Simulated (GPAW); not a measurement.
# C (Fd-3m) in GPAW: a series of runs, part 2 of 2

GPAW 26.7.0.

### Step 4. Hybrid scf, r2SCAN-X

File run.py:

```python
import numpy as np
from ase.dft.bandgap import bandgap
from ase.io import read, write
from gpaw import GPAW, PW
from gpaw.xc import parametrizedxc

class ScaledMGGA(parametrizedxc.ParametrizedKernel):
    """Weighted sum of Libxc meta-GGA parts, named like '0.75_MGGA_X_..+1.0_MGGA_C_..'."""
    def __init__(self, name):
        super().__init__(name)
        self.type = 'MGGA'

    def calculate(self, e_g, n_sg, dedn_sg, sigma_xg, dedsigma_xg, tau_sg, dedtau_sg):
        e_g[:] = dedsigma_xg[:] = dedtau_sg[:] = 0.0
        for kernel, c in zip(self.kernels, self.coefs):
            e, v, s, t = [np.zeros_like(x) for x in [e_g, dedn_sg, dedsigma_xg, dedtau_sg]]
            kernel.calculate(e, n_sg, v, sigma_xg, s, tau_sg, t)
            e_g += c * e
            dedn_sg += c * v
            dedsigma_xg += c * s
            dedtau_sg += c * t

parametrizedxc.ParametrizedKernel = ScaledMGGA

atoms = read('POSCAR')

calc = GPAW(mode=PW(550),
            xc={'name': '0.750_MGGA_X_R2SCAN+1.0_MGGA_C_R2SCAN', 'fraction': 0.25, 'omega': 0.0, 'backend': 'pw'},
            kpts={'size': (5, 5, 5), 'gamma': True},
            occupations={'name': 'fermi-dirac', 'width': 0.001},
            nbands=11,
            convergence={'density': 0.0001},
            maxiter=40,
            txt='gpaw.txt')
atoms.calc = calc
energy = atoms.get_potential_energy()
calc.write('gs.gpw')
write('result.traj', atoms)
print(f'Energy: {energy:.6f} eV')
print('Fermi level:', round(calc.get_fermi_level(), 4), 'eV')
print(f'Gap: {bandgap(calc)[0]:.4f} eV, direct: {bandgap(calc, direct=True)[0]:.4f} eV')
```

File POSCAR:

```
C
1.0
    0.0000000000      1.7833700000      1.7833700000
    1.7833700000      0.0000000000      1.7833700000
    1.7833700000      1.7833700000      0.0000000000
C
2
Direct
    0.7500000000      0.7500000000      0.7500000000
    0.5000000000      0.5000000000      0.5000000000
```

Potentials or basis: GPAW PAW data sets (gpaw-data 1.2.1), pw.

Run with:

```console
OMP_NUM_THREADS=1 python run.py
```

gpaw.txt:

```text
__  _  _
 | _ |_)|_||  |
 |__||  | ||/\| - 26.7.0

Input parameters:
  mode=PW(ecut=550.0),
  convergence={'density': 0.0001},
  kpts=MonkhorstPack(size=(5, 5, 5), gamma=True),
  maxiter=40,
  nbands=11,
  occupations=Occupations(name='fermi-dirac', width=0.001),
  xc=XC(name='0.750_MGGA_X_R2SCAN+1.0_MGGA_C_R2SCAN', fraction=0.25, omega=0.0, backend='pw')

Diagonalizing LCAO Hamiltonian
Converting LCAO to pw mode

          C
       C

Atoms  # Å, Bohr magnetons
|   | symbol |        x |        y |        z |    initial magnetic moments |
|---|--------|----------|----------|----------|-----------------------------|
| 0 |      C | 2.675055 | 2.675055 | 2.675055 | ( 0.0000,  0.0000,  0.0000) |
| 1 |      C | 1.783370 | 1.783370 | 1.783370 | ( 0.0000,  0.0000,  0.0000) |

Unit cell  # Å
| periodic |        x |        y |        z |  lengths |    angles |
|----------|----------|----------|----------|----------|-----------|
|      yes | 0.000000 | 1.783370 | 1.783370 | 2.522066 | 60.000000 |
|      yes | 1.783370 | 0.000000 | 1.783370 | 2.522066 | 60.000000 |
|      yes | 1.783370 | 1.783370 | 0.000000 | 2.522066 | 60.000000 |

Number of symmetries: 24
Symmetry operations  # r_c * U_cc + t_c -> r_c
|    | kind |            matrix            |
|----|------|------------------------------|
|  0 |  E   |  1, 0, 0,  0, 1, 0,  0, 0, 1 |
|  1 |  σ   |  1, 0, 0,  0, 0, 1,  0, 1, 0 |
|  2 |  σ   |  1, 0,-1,  0, 1,-1,  0, 0,-1 |
|  3 |  C3  |  1, 0,-1,  0, 0,-1,  0, 1,-1 |
|  4 |  C3  |  1,-1, 0,  0,-1, 1,  0,-1, 0 |
|  5 |  σ   |  1,-1, 0,  0,-1, 0,  0,-1, 1 |
|  6 |  σ   |  0, 1, 0,  1, 0, 0,  0, 0, 1 |
|  7 |  C3  |  0, 1, 0,  0, 0, 1,  1, 0, 0 |
|  8 |  C2  |  0, 1,-1,  1, 0,-1,  0, 0,-1 |
|  9 |  S4  |  0, 1,-1,  0, 0,-1,  1, 0,-1 |
| 10 |  C3  |  0, 0, 1,  1, 0, 0,  0, 1, 0 |
| 11 |  σ   |  0, 0, 1,  0, 1, 0,  1, 0, 0 |
| 12 |  S4  |  0, 0,-1,  1, 0,-1,  0, 1,-1 |
| 13 |  C3  |  0, 0,-1,  0, 1,-1,  1, 0,-1 |
| 14 |  S4  |  0,-1, 1,  1,-1, 0,  0,-1, 0 |
| 15 |  C2  |  0,-1, 1,  0,-1, 0,  1,-1, 0 |
| 16 |  C3  |  0,-1, 0,  1,-1, 0,  0,-1, 1 |
| 17 |  S4  |  0,-1, 0,  0,-1, 1,  1,-1, 0 |
| 18 |  S4  | -1, 1, 0, -1, 0, 1, -1, 0, 0 |
| 19 |  C3  | -1, 1, 0, -1, 0, 0, -1, 0, 1 |
| 20 |  C3  | -1, 0, 1, -1, 1, 0, -1, 0, 0 |
| 21 |  S4  | -1, 0, 1, -1, 0, 0, -1, 1, 0 |
| 22 |  σ   | -1, 0, 0, -1, 1, 0, -1, 0, 1 |
| 23 |  C2  | -1, 0, 0, -1, 0, 1, -1, 1, 0 |

BZ-sampling:
  Number of BZ points: 125
  Number of IBZ points: 10

  Monkhorst-Pack size: [5, 5, 5]
  Monkhorst-Pack shift: [0, 0, 0]

K-points  # in reciprocal-cell coordinates
|   |                                coordinates |     weight |
|---|--------------------------------------------|------------|
| 0 | (  0.00000000,   0.00000000,   0.00000000) | 0.00800000 |
| 1 | (  0.20000000,   0.20000000,   0.00000000) | 0.04800000 |
| 2 | (  0.20000000,   0.20000000,   0.20000000) | 0.06400000 |
| 3 | (  0.40000000,   0.20000000,  -0.20000000) | 0.19200000 |
| 4 | (  0.40000000,   0.20000000,   0.20000000) | 0.09600000 |
| 5 | (  0.40000000,   0.40000000,  -0.40000000) | 0.19200000 |
| 6 | (  0.40000000,   0.40000000,  -0.20000000) | 0.09600000 |
| 7 | (  0.40000000,   0.40000000,   0.00000000) | 0.04800000 |
| 8 | (  0.40000000,   0.40000000,   0.20000000) | 0.19200000 |
| 9 | (  0.40000000,   0.40000000,   0.40000000) | 0.06400000 |

Plane wave coefficients: 343
Cutoff: 550.0 eV

Spin-components: 1 (collinear spins)
Bands:           11
Projectors:      10
Spin-degeneracy: 2
Datatype:        complex128

Parallelization:
  kpt:    1
  domain: 1
  band:   1

Density:
  Valence electrons: 8.0
  Components: 1
  Grid points: [14 14 14]
  Charge: 0.0  # |e|

Potential:
  Grid points: [14 14 14]

species:
  C:
    name:    Carbon
    Z:       6.0
    valence: 4
    core:    2
    charge:  0.0  # [|e|]
    compensation charges:
      type: gauss
      rc: 0.20  # [Å]
      lmax: 2
    cutoffs:
      filter: 1.14  # [Å]
      core: 1.14  # [Å]
    projectors
    | kind |    occ | energy [eV] | rcut [Å] |
    |------|--------|-------------|----------|
    |   2s |  2.000 |     -13.751 |    0.635 |
    |   2p |  2.000 |      -5.284 |    0.635 |
    |    s |        |      13.461 |    0.635 |
    |    p |        |      21.927 |    0.635 |
    |    d |        |       0.000 |    0.635 |

    Using partial waves for C as LCAO basis

Reference energy: -2055.256231  # eV

eigensolver:
  PPCG
  Converge bands: occupied
  niter=2

density mixing:
  MSR1-Mixer
  Pratt-step length: 0.05
  Maximum mixing coefficient: 0.75
  Old densities: 10
  SVD Regularization: 0.005
  Good broyden scale: 1.0
  Trust region scale: 1.0
  Backstep threshold: 4.0
  History deletion threshold: 6.0
  Fourier metric: weight=20.0, sigma=0.015

occupation numbers:
  Fermi-Dirac:
    width: 0.0010  # eV

poisson solver:
  ecut: 4400.0  # eV

xc functional:
  name: 0.750_MGGA_X_R2SCAN+1.0_MGGA_C_R2SCAN with 2 nearest neighbor stencil

convergence criteria:
- Maximum integral of absolute [dens]ity change: 0.0001 electrons / valence electron
- Maximum [total energy] change in last 3 cyles: 0.0005 eV / valence electron
- Maximum integral of absolute [eigenst]ate change: 4e-08 eV^2 / valence electron
maximum number of iterations: 40

IBZ(<points: 10, symmetries: 24>)
Occupied bands: 4
SCF iterations
|iter     | |      energy | eigst |  dens |
|---------|-|-------------|-------|-------|
|iter:   1| |  -89.954597 | +0.21 |       |
|iter:   2| |  -19.849183 | -0.88 | -0.75 |
|iter:   3| |  -19.656071 | -2.21 | -0.82 |
|iter:   4| |  -19.479387 | -2.26 | -1.03 |
|iter:   5| |  -19.465179 | -3.26 | -1.47 |
|iter:   6| |  -19.449638 | -3.00 | -1.61 |
|iter:   7| |  -19.449807 | -4.23 | -2.33 |
|iter:   8| |  -19.449878c| -6.15 | -3.15 |
|iter:   9| |  -19.449879c| -8.03c| -4.19c|

Converged in 9 steps
Energy contributions relative to reference atoms: (reference = -2055.256231)

Energy contributions:
  Kinetic:          12.399030
  Coulomb:         -11.570866
  Zero:              0.010230
  External:          0.000000
  Xc:               50.805327
  Entropy:          -0.000000
  Spinorbit:         0.000000
  Hybrid_Xc_Cc:       -47.453460
  Hybrid_Xc_Vc:        -2.007743
  Hybrid_Xc_Vv:       -21.632397
  ----------------------------
  Free energy:     -19.449879
  Extrapolated:    -19.449879

dipole moment: (2.155662, 2.155662, 2.155662)  # |e|*Ang

Fermi level: 12.953
Eigenvalues  # (at kpt = [0.000, 0.000, 0.000])
| band index |      eig [eV] | occ [0-2] |
|------------|---------------|-----------|
|          0 |       -13.256 |     2.000 |
|          1 |        11.081 |     2.000 |
|          2 |        11.081 |     2.000 |
|          3 |        11.081 |     2.000 |
|          4 |        18.943 |     0.000 |
|          5 |        18.943 |     0.000 |
|          6 |        18.943 |     0.000 |
|          7 |        27.395 |     0.000 |
|          8 |        33.459 |     0.000 |
|          9 |        40.616 |     0.000 |
|         10 |        40.619 |     0.000 |

Gap: 6.195 eV
Transition (v -> c):
  (s=0, k=0, n=3, [0.00, 0.00, 0.00]) -> (s=0, k=7, n=4, [0.40, 0.40, 0.00])
Direct/indirect transitions are different
Direct gap: 7.862 eV
Transition at: (s=0, k=0, n=3, [0.00, 0.00, 0.00])
# Writing to gs.gpw (mode='')
```

Run time: 2.3 min. Hardware: 1 thread of AMD EPYC 9R45 (Zen 5), shared host; peak memory 0.19 GiB.

Results:

```
Free energy            : -19.4499 eV
Band gap on the k mesh : 6.19 eV, indirect (least direct gap 7.86 eV)
```

Caveat: the k mesh is coarse (spacing up to 0.61 Å⁻¹), so the values aren't converged; the scaled meta-GGA exchange is a class typed in the script; an odd mesh through Γ misses points on the zone boundary, where band edges often lie.
